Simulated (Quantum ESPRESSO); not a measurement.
# Ta2N (P-3m1) in Quantum ESPRESSO: a series of runs

The runs below take Ta2N through single point, equation of state, with LDA.

All numbers are computed with Quantum ESPRESSO 7.5; they aren't measurements. Logs are shortened: lines on timing, memory, paths and dates and some standing lists are left out, and cuts for length are marked.

## (1) The crystal as given

Symmetry: P-3m1, No. 164, trigonal system. Conventional cell: a = 3.113 Å, b = 3.113 Å, c = 4.870 Å, α = 90.00°, β = 90.00°, γ = 120.00°. Around Ta (site symmetry 3m) lie 3 N at 2.18 Å. Around N (site symmetry -3m) lie 6 Ta at 2.18 Å.

The cell comes from a database or a generator and needn't be the stable form of this composition.

## (2) Single point, LDA, 12.80 Å³/atom

pw.in reads:

```
&CONTROL
  calculation = 'scf'
  prefix = 'pwscf'
  outdir = './tmp'
  pseudo_dir = './pseudo'
  tprnfor = .true.
  tstress = .true.
  disk_io = 'nowf'
/
&SYSTEM
  ibrav = 0
  nat = 3
  ntyp = 2
  ecutwfc = 56
  ecutrho = 448
  nbnd = 23
  occupations = 'smearing'
  smearing = 'fd'
  degauss = 0.00367493
/
&ELECTRONS
  conv_thr = 6d-10
  electron_maxstep = 120
  mixing_beta = 0.5
/
ATOMIC_SPECIES
Ta   180.9479 ta_lda_v1.uspp.F.UPF
N     14.0070 n_lda_v1.2.uspp.F.UPF
CELL_PARAMETERS angstrom
   3.0493158896    0.0000000000    0.0000000000
  -1.5246579448    2.6407850245    0.0000000000
   0.0000000000    0.0000000000    4.7704285953
ATOMIC_POSITIONS crystal
Ta     0.3333333333    0.6666666667    0.2547110000
Ta     0.6666666667    0.3333333333    0.7452890000
N      0.0000000000    0.0000000000    0.0000000000
K_POINTS automatic
10 10 6 0 0 0
```

Potentials or basis: GBRV 1.5 LDA.

The run is started by

```console
OMP_NUM_THREADS=1 mpirun -n 2 pw.x -nk 2 -in pw.in > pw.out
```

pw.out:

```text
This program is part of the open-source Quantum ESPRESSO suite
     for quantum simulation of materials; please cite
[... 6 lines left out ...]
     using ibrav=0 with symmetry is DISCOURAGED, use correct ibrav instead

     K-points division:     npool     =       2
     Subspace diagonalization in iterative solution of the eigenvalue problem:
     a serial algorithm will be used

     G-vector sticks info
     --------------------
     sticks:   dense  smooth     PW     G-vecs:    dense   smooth      PW
     Sum        1027     511    151                41527    14653    2429

     Using Slab Decomposition

     bravais-lattice index     =            0
     lattice parameter (alat)  =       5.7624  a.u.
     unit-cell volume          =     259.2325 (a.u.)^3
     number of atoms/cell      =            3
     number of atomic types    =            2
     number of electrons       =        31.00
     number of Kohn-Sham states=           23
     kinetic-energy cutoff     =      56.0000  Ry
     charge density cutoff     =     448.0000  Ry
     scf convergence threshold =      6.0E-10
     mixing beta               =       0.5000
     number of iterations used =            8  plain     mixing
     Exchange-correlation= SLA  PZ   NOGX NOGC
                           (   1   1   0   0   0   0   0)

     celldm(1)=   5.762372  celldm(2)=   0.000000  celldm(3)=   0.000000
     celldm(4)=   0.000000  celldm(5)=   0.000000  celldm(6)=   0.000000

     crystal axes: (cart. coord. in units of alat)
               a(1) = (   1.000000   0.000000   0.000000 )
               a(2) = (  -0.500000   0.866025   0.000000 )
               a(3) = (   0.000000   0.000000   1.564426 )

     reciprocal axes: (cart. coord. in units 2 pi/alat)
               b(1) = (  1.000000  0.577350 -0.000000 )
               b(2) = (  0.000000  1.154701  0.000000 )
               b(3) = (  0.000000 -0.000000  0.639212 )

     PseudoPot. # 1 for Ta read from file:
     ta_lda_v1.uspp.F.UPF
     Pseudo is Ultrasoft + core correction, Zval = 13.0
     Generated by new atomic code, or converted to UPF format
     Using radial grid of  921 points,  7 beta functions with:
                l(1) =   0
                l(2) =   0
                l(3) =   1
                l(4) =   1
                l(5) =   2
                l(6) =   2
                l(7) =   3
     Q(r) pseudized with  6 coefficients,  rinner =    1.300   1.300   1.300
                                                       1.300   1.300   1.300
                                                       1.300

     PseudoPot. # 2 for N  read from file:
     n_lda_v1.2.uspp.F.UPF
     Pseudo is Ultrasoft + core correction, Zval =  5.0
     Generated by new atomic code, or converted to UPF format
     Using radial grid of  729 points,  4 beta functions with:
                l(1) =   0
                l(2) =   0
                l(3) =   1
                l(4) =   1
     Q(r) pseudized with  8 coefficients,  rinner =    0.900   0.900   0.900

     atomic species   valence    mass     pseudopotential
     Ta               13.00   180.94790     Ta( 1.00)
     N                 5.00    14.00700     N ( 1.00)

     12 Sym. Ops., with inversion, found

   Cartesian axes

     site n.     atom                  positions (alat units)
         1        Ta     tau(   1) = (  -0.0000000   0.5773503   0.3984765  )
         2        Ta     tau(   2) = (   0.5000000   0.2886751   1.1659494  )
         3        N      tau(   3) = (   0.0000000   0.0000000   0.0000000  )

     number of k points=    72  Fermi-Dirac smearing, width (Ry)=  0.0037
                       cart. coord. in units 2pi/alat
        k(    1) = (   0.0000000   0.0000000   0.0000000), wk =   0.0033333
        k(    2) = (   0.0000000   0.0000000   0.1065354), wk =   0.0066667
        k(    3) = (   0.0000000   0.0000000   0.2130707), wk =   0.0066667
        k(    4) = (   0.0000000   0.0000000  -0.3196061), wk =   0.0033333
        k(    5) = (   0.0000000   0.1154701   0.0000000), wk =   0.0200000
        k(    6) = (   0.0000000   0.1154701   0.1065354), wk =   0.0200000
[... 64 lines left out ...]
        k(   71) = (  -0.2000000   0.4618802  -0.1065354), wk =   0.0400000
        k(   72) = (  -0.2000000   0.4618802  -0.2130707), wk =   0.0400000

     Dense  grid:    41527 G-vectors     FFT dimensions: (  40,  40,  64)

     Smooth grid:    14653 G-vectors     FFT dimensions: (  27,  27,  45)

     Initial potential from superposition of free atoms

     starting charge      30.9982, renormalised to      31.0000

     negative rho (up, down):  1.850E-01 0.000E+00
     Starting wfcs are   30 randomized atomic wfcs

     Self-consistent Calculation

     iteration #  1     ecut=    56.00 Ry     beta= 0.50
     Davidson diagonalization with overlap
     ethr =  1.00E-02,  avg # of iterations =  2.0

     negative rho (up, down):  1.903E-01 0.000E+00
[... 67 lines left out ...]
     iteration #  9     ecut=    56.00 Ry     beta= 0.50
     Davidson diagonalization with overlap
     ethr =  2.92E-11,  avg # of iterations =  2.1

     negative rho (up, down):  1.969E-01 0.000E+00

     End of self-consistent calculation

          k = 0.0000 0.0000 0.0000 (  1797 PWs)   bands (ev):

   -47.8984 -47.7958 -15.0933 -14.1795 -14.1795 -14.0269 -14.0269 -13.8980
     3.0587  11.7755  14.1986  14.1986  15.7588  19.8145  20.2677  20.2677
    20.8156  20.8156  20.8624  21.7797  21.7797  25.9937  27.8524
[... 111 lines left out ...]
   -47.8055 -47.8026 -14.9880 -14.9114 -14.2638 -14.2485 -14.2127 -14.1879
     3.8635  11.9157  13.5806  14.2051  17.1444  17.7222  18.7971  20.3996
    21.2884  23.3974  23.6358  24.4134  25.6869  27.0950  27.7791

          k = 0.0000-0.5774 0.0000 (  1850 PWs)   bands (ev):

   -47.8163 -47.7826 -14.9659 -14.7128 -14.5629 -14.4234 -14.1860 -14.1159
     3.9709  11.7879  13.7807  13.8934  15.6961  17.9309  19.2786  22.4579
    22.5956  24.5643  24.8600  25.1550  25.2114  25.3587  26.7624

          k = 0.0000-0.5774 0.1065 (  1846 PWs)   bands (ev):

   -47.8141 -47.7849 -15.0060 -14.7778 -14.4794 -14.4034 -14.1583 -14.1370
     3.9538  11.7844  13.7167  13.9659  15.9705  18.0450  19.1152  21.8641
    22.2741  24.2495  24.4721  25.1127  25.5242  26.3953  26.8389

          k = 0.0000-0.5774 0.2131 (  1840 PWs)   bands (ev):

   -47.8080 -47.7910 -15.0458 -14.9018 -14.3485 -14.3228 -14.1943 -14.1389
     3.9206  11.7691  13.6197  14.1197  16.6321  18.2669  18.7696  20.8342
    21.6236  24.0762  24.3645  24.9690  25.4990  27.2672  27.5002

          k = 0.0000-0.5774-0.3196 (  1820 PWs)   bands (ev):

   -47.8006 -47.7983 -15.0392 -14.9770 -14.2792 -14.2647 -14.2044 -14.1827
     3.9045  11.7567  13.5861  14.2016  17.0776  18.4569  18.4885  20.2882
    21.3183  24.0932  24.3518  24.8817  25.3243  27.5052  27.9527

          k = 0.1000 0.1732 0.0000 (  1831 PWs)   bands (ev):
[... 283 lines left out ...]
   -47.8080 -47.7909 -14.8743 -14.8634 -14.5265 -14.3926 -14.2289 -14.0858
     3.9836  12.2440  13.3392  13.8101  17.3690  18.0892  18.4804  21.1115
    21.1542  22.8246  24.4133  25.3888  25.5006  26.4132  28.2825

     the Fermi energy is    20.5346 ev

!    total energy              =    -304.21127530 Ry
     estimated scf accuracy    <          1.9E-10 Ry
     smearing contrib. (-TS)   =      -0.00095371 Ry
     internal energy E=F+TS    =    -304.21032158 Ry

     The total energy is F=E-TS. E is the sum of the following terms:
     one-electron contribution =     -23.61035051 Ry
     hartree contribution      =      30.57834801 Ry
     xc contribution           =     -89.71178218 Ry
     ewald contribution        =    -221.46653690 Ry

     convergence has been achieved in   9 iterations

     negative rho (up, down):  1.969E-01 0.000E+00

     Forces acting on atoms (cartesian axes, Ry/au):

     atom    1 type  1   force =     0.00000000    0.00000000   -0.00121545
     atom    2 type  1   force =     0.00000000    0.00000000    0.00121545
     atom    3 type  2   force =     0.00000000   -0.00000000    0.00000000

     Total force =     0.001719     Total SCF correction =     0.000081

     Computing stress (Cartesian axis) and pressure

     negative rho (up, down):  1.969E-01 0.000E+00
          total   stress  (Ry/bohr**3)                   (kbar)     P=       37.49
   0.00023994   0.00000000  -0.00000000           35.30        0.00       -0.00
   0.00000000   0.00023994  -0.00000000            0.00       35.30       -0.00
   0.00000000   0.00000000   0.00028474            0.00        0.00       41.89

=------------------------------------------------------------------------------=
   JOB DONE.
=------------------------------------------------------------------------------=
```

Wall time 25 s (2 MPI ranks of Intel Xeon Platinum 8375C at 2.90GHz (Ice Lake), shared host); peak memory 0.44 GiB.

Results:

| Property | Result |
| --- | --- |
| Free energy | -4139.0053 eV |
| Pressure | 3.7 GPa |
| Largest force | 0.031 eV/Å |
| Band gap on the k mesh | none (metal or under the smearing width) |

## (3) Single point, LDA, 13.08 Å³/atom

Changes to pw.in since step 2:

```diff
@@ -29,5 +29,5 @@
 CELL_PARAMETERS angstrom
-   3.0493158896    0.0000000000    0.0000000000
-  -1.5246579448    2.6407850245    0.0000000000
-   0.0000000000    0.0000000000    4.7704285953
+   3.0707906527    0.0000000000    0.0000000000
+  -1.5353953264    2.6593827149    0.0000000000
+   0.0000000000    0.0000000000    4.8040242697
 ATOMIC_POSITIONS crystal
```

Potentials or basis: GBRV 1.5 LDA.

The run is started by

```console
OMP_NUM_THREADS=1 mpirun -n 2 pw.x -nk 2 -in pw.in > pw.out
```

Run time: 26 s. Hardware: 2 MPI ranks of Intel Xeon Platinum 8375C at 2.90GHz (Ice Lake), shared host; peak memory 0.44 GiB.

The run converged. Its results:

* Free energy: -4139.0076 eV
* Pressure: -3.0 GPa
* Largest force: 0.169 eV/Å
* Band gap on the k mesh: none (metal or under the smearing width)

## (4) Single point, LDA, 13.35 Å³/atom

Changes to pw.in since step 3:

```diff
@@ -29,5 +29,5 @@
 CELL_PARAMETERS angstrom
-   3.0707906527    0.0000000000    0.0000000000
-  -1.5353953264    2.6593827149    0.0000000000
-   0.0000000000    0.0000000000    4.8040242697
+   3.0919691885    0.0000000000    0.0000000000
+  -1.5459845943    2.6777238649    0.0000000000
+   0.0000000000    0.0000000000    4.8371565186
 ATOMIC_POSITIONS crystal
```

The run is started by

```console
OMP_NUM_THREADS=1 mpirun -n 2 pw.x -nk 2 -in pw.in > pw.out
```

Wall time 26 s (2 MPI ranks of Intel Xeon Platinum 8375C at 2.90GHz (Ice Lake), shared host); peak memory 0.44 GiB.

The run converged. Its results:

```
Free energy            : -4138.9775 eV
Pressure               : -9.0 GPa
Largest force          : 0.295 eV/Å
Band gap on the k mesh : none (metal or under the smearing width)
```

## (5) Single point, LDA, 13.62 Å³/atom

Changes to pw.in since step 4:

```diff
@@ -29,5 +29,5 @@
 CELL_PARAMETERS angstrom
-   3.0919691885    0.0000000000    0.0000000000
-  -1.5459845943    2.6777238649    0.0000000000
-   0.0000000000    0.0000000000    4.8371565186
+   3.1128615060    0.0000000000    0.0000000000
+  -1.5564307530    2.6958171426    0.0000000000
+   0.0000000000    0.0000000000    4.8698410000
 ATOMIC_POSITIONS crystal
```

The run is started by

```console
OMP_NUM_THREADS=1 mpirun -n 2 pw.x -nk 2 -in pw.in > pw.out
```

It took 26 s on 2 MPI ranks of Intel Xeon Platinum 8375C at 2.90GHz (Ice Lake), shared host; peak memory 0.44 GiB.

It converged, with:

```
Free energy            : -4138.9185 eV
Pressure               : -14.3 GPa
Largest force          : 0.409 eV/Å
Band gap on the k mesh : none (metal or under the smearing width)
```

## (6) Single point, LDA, 13.89 Å³/atom

Changes to pw.in since step 5:

```diff
@@ -29,5 +29,5 @@
 CELL_PARAMETERS angstrom
-   3.1128615060    0.0000000000    0.0000000000
-  -1.5564307530    2.6958171426    0.0000000000
-   0.0000000000    0.0000000000    4.8698410000
+   3.1334770837    0.0000000000    0.0000000000
+  -1.5667385418    2.7136707566    0.0000000000
+   0.0000000000    0.0000000000    4.9020925425
 ATOMIC_POSITIONS crystal
```

Potentials or basis: GBRV 1.5 LDA.

The run is started by

```console
OMP_NUM_THREADS=1 mpirun -n 2 pw.x -nk 2 -in pw.in > pw.out
```

It took 25 s on 2 MPI ranks of Intel Xeon Platinum 8375C at 2.90GHz (Ice Lake), shared host; peak memory 0.46 GiB.

Results (log left out):

* Free energy: -4138.8335 eV
* Pressure: -19.1 GPa
* Largest force: 0.513 eV/Å
* Band gap on the k mesh: none (metal or under the smearing width)

## (7) Single point, LDA, 14.17 Å³/atom

Changes to pw.in since step 6:

```diff
@@ -29,5 +29,5 @@
 CELL_PARAMETERS angstrom
-   3.1334770837    0.0000000000    0.0000000000
-  -1.5667385418    2.7136707566    0.0000000000
-   0.0000000000    0.0000000000    4.9020925425
+   3.1538249076    0.0000000000    0.0000000000
+  -1.5769124538    2.7312924890    0.0000000000
+   0.0000000000    0.0000000000    4.9339252043
 ATOMIC_POSITIONS crystal
```

The run is started by

```console
OMP_NUM_THREADS=1 mpirun -n 2 pw.x -nk 2 -in pw.in > pw.out
```

It took 24 s on 2 MPI ranks of Intel Xeon Platinum 8375C at 2.90GHz (Ice Lake), shared host; peak memory 0.48 GiB.

It converged, with:

```
Free energy            : -4138.7253 eV
Pressure               : -23.4 GPa
Largest force          : 0.608 eV/Å
Band gap on the k mesh : none (metal or under the smearing width)
```

## (8) Single point, LDA, 14.44 Å³/atom

Changes to pw.in since step 7:

```diff
@@ -29,5 +29,5 @@
 CELL_PARAMETERS angstrom
-   3.1538249076    0.0000000000    0.0000000000
-  -1.5769124538    2.7312924890    0.0000000000
-   0.0000000000    0.0000000000    4.9339252043
+   3.1739135059    0.0000000000    0.0000000000
+  -1.5869567530    2.7486897255    0.0000000000
+   0.0000000000    0.0000000000    4.9653523268
 ATOMIC_POSITIONS crystal
```

The run is started by

```console
OMP_NUM_THREADS=1 mpirun -n 2 pw.x -nk 2 -in pw.in > pw.out
```

It took 32 s on 2 MPI ranks of Intel Xeon Platinum 8375C at 2.90GHz (Ice Lake), shared host; peak memory 0.48 GiB.

It converged, with:

| Quantity | Value |
| --- | --- |
| Free energy | -4138.5965 eV |
| Pressure | -27.2 GPa |
| Largest force | 0.693 eV/Å |
| Band gap on the k mesh | none (metal or under the smearing width) |

## (9) Equation of state, LDA

Potentials or basis: GBRV 1.5 LDA.

No new run: the results of the series are fitted here.

What came out:

| Quantity | Value |
| --- | --- |
| Equilibrium volume | 12.96 Å³/atom |
| Bulk modulus at fixed shape and positions | 318 GPa |
| Pressure derivative of the bulk modulus | 4.4 |

Energy against volume, from the lowest point:
```
volume (Å³/atom)  energy (meV/atom)
          12.805               0.78
          13.077               0.00
          13.350              10.02
          13.622              29.72
          13.895              58.05
          14.167              94.10
          14.439             137.02
```

Caveat: the cell was scaled at fixed shape and fractional positions, which overstates the stiffness of a crystal with free parameters, most of all of layers and chains. Spin-orbit coupling is left out, which matters for the levels of Ta.
